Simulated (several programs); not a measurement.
**Many methods on one cell: TiS2 (P-3m1)**

Measured values to be reproduced:
- volume: 19.08 Å³ an atom (from the lattice constants; a, experimental database value; “Crystal growth, characterization and electronic band structure of TiSeS”; Experimental value from Springer Materials database; temperature and sample not stated; 2022; arxiv:2210.12799)

A 3-atom cell of TiS2 started from a crystallographic database, relaxed with r2SCAN+rVV10 in Ansatz, was computed with several methods. Space group P-3m1 (No. 164), trigonal; a = 3.411 Å, c = 5.741 Å in the conventional setting, 19.28 Å³ an atom. Ti has 6 S at 2.42 Å; S has 3 Ti at 2.42 Å. (Simulation; spin polarisation is off.)

```
CELL_PARAMETERS angstrom
3.41091 0.00000 0.00000
-1.70546 2.95394 0.00000
0.00000 0.00000 5.74071
ATOMIC_POSITIONS crystal
Ti 0.00000 0.00000 0.00000
S 0.33333 0.66667 0.24483
S 0.66667 0.33333 0.75517
```

Gaps and times are for a single point on this cell; volume and bulk modulus come from each method's own relaxation or energy curve at fixed shape, which is too stiff where a cell has free coordinates or axes. Times are rough, from shared hosts (Arm Neoverse V2), and each method has its own mesh and cell size. A double dagger marks a value from a curve with shape and coordinates held. PM7 (MOPAC), GFN1-xTB (tblite), GFN2-xTB (tblite) treat a cluster of cells at its zone centre, which samples few k points: where these miss a band edge, the gap comes out too large for that reason alone. Gaps from k meshes are read at a limited set of points (mesh, symmetry points, PBE's band edges), so each method's own least gap may be somewhat smaller. xTB and the PM methods were fitted mostly to molecules, and can miss a solid's gap by electronvolts. Minimal bases can be far off for gaps. Times of the plane-wave ladder aren't listed, since it ran on unlike processors and cards. Curves at held shape can't give the bulk modulus of a layered or molecular crystal, so none is listed. d marks a direct gap, i an indirect one (no mark: not told apart), a dash a value that wasn't computed or didn't pass its checks.

```json
{"method": "PBE-D3(BJ)", "kind": "semilocal", "gap (eV)": "–", "own volume (Å³/atom)": "17.95", "bulk modulus (GPa)": "–", "atoms computed": "3", "processor time": "–"}
{"method": "r2SCAN+rVV10", "kind": "semilocal", "gap (eV)": "–", "own volume (Å³/atom)": "19.28", "bulk modulus (GPa)": "–", "atoms computed": "3", "processor time": "–"}
{"method": "PBE-D4", "kind": "semilocal", "gap (eV)": "–", "own volume (Å³/atom)": "18.51", "bulk modulus (GPa)": "–", "atoms computed": "3", "processor time": "–"}
{"method": "light PBE (260 eV and a coarse mesh)", "kind": "light plane-wave", "gap (eV)": "overlap 0.07", "own volume (Å³/atom)": "–", "bulk modulus (GPa)": "–", "atoms computed": "3", "processor time": "0.75 s"}
{"method": "LDA", "kind": "semilocal", "gap (eV)": "overlap 0.18", "own volume (Å³/atom)": "–", "bulk modulus (GPa)": "–", "atoms computed": "3", "processor time": "–"}
{"method": "PBE", "kind": "semilocal", "gap (eV)": "overlap 0.08", "own volume (Å³/atom)": "–", "bulk modulus (GPa)": "–", "atoms computed": "3", "processor time": "–"}
{"method": "GFN1-xTB (tblite)", "kind": "tight binding", "gap (eV)": "0.24", "own volume (Å³/atom)": "18.78‡", "bulk modulus (GPa)": "–", "atoms computed": "cluster", "processor time": "3.6 s"}
{"method": "GFN2-xTB (tblite)", "kind": "tight binding", "gap (eV)": "0.37", "own volume (Å³/atom)": "20.98‡", "bulk modulus (GPa)": "–", "atoms computed": "cluster", "processor time": "4.9 s"}
{"method": "PBE/SZV (CP2K)", "kind": "small basis", "gap (eV)": "0.01", "own volume (Å³/atom)": "18.29‡", "bulk modulus (GPa)": "–", "atoms computed": "3", "processor time": "6.8 s"}
{"method": "r2SCAN", "kind": "semilocal", "gap (eV)": "0.14 i", "own volume (Å³/atom)": "–", "bulk modulus (GPa)": "–", "atoms computed": "3", "processor time": "–"}
{"method": "PBE/DZVP (CP2K)", "kind": "small basis", "gap (eV)": "overlap 0.10", "own volume (Å³/atom)": "19.49‡", "bulk modulus (GPa)": "–", "atoms computed": "3", "processor time": "17 s"}
{"method": "PM7 (MOPAC)", "kind": "semi-empirical", "gap (eV)": "4.12", "own volume (Å³/atom)": "19.31‡", "bulk modulus (GPa)": "–", "atoms computed": "cluster", "processor time": "59 s"}
{"method": "PBE/single zeta (GPAW)", "kind": "small basis", "gap (eV)": "0.14 i", "own volume (Å³/atom)": "–", "bulk modulus (GPa)": "–", "atoms computed": "3", "processor time": "61 s"}
{"method": "PBE0", "kind": "hybrid", "gap (eV)": "1.25 i", "own volume (Å³/atom)": "–", "bulk modulus (GPa)": "–", "atoms computed": "3", "processor time": "–"}
{"method": "HSE06", "kind": "hybrid", "gap (eV)": "0.61 i", "own volume (Å³/atom)": "–", "bulk modulus (GPa)": "–", "atoms computed": "3", "processor time": "–"}
```

Against HSE06 (0.61 eV) and with closed or daggered gaps left aside, the nearest gap at the points sampled is that of GFN2-xTB (tblite) (-0.24 eV) and the farthest that of PM7 (MOPAC) (+3.51 eV). HSE06 is only a yardstick of convenience, and nearness to it can be luck.

Runs without a result: PM6 (MOPAC) (single point, out of time).

With PBE the bands overlap or touch, or nearly. Semilocal functionals can close a real gap, so this doesn't show a metal; small gaps of other methods may in turn close between the points read or with spin-orbit coupling, and the solid may be a semimetal.

Comparison with experiment:
- Volume, measured 19.08 Å³ an atom: PBE-D3(BJ) -5.9 %, r2SCAN+rVV10 +1.0 %, PBE-D4 -3.0 %.
The calculations are for a static lattice; samples hold vibrations, temperature and, in optical gaps, excitons. A measured value is shown where most reports agree with it, and only for the quantities listed.
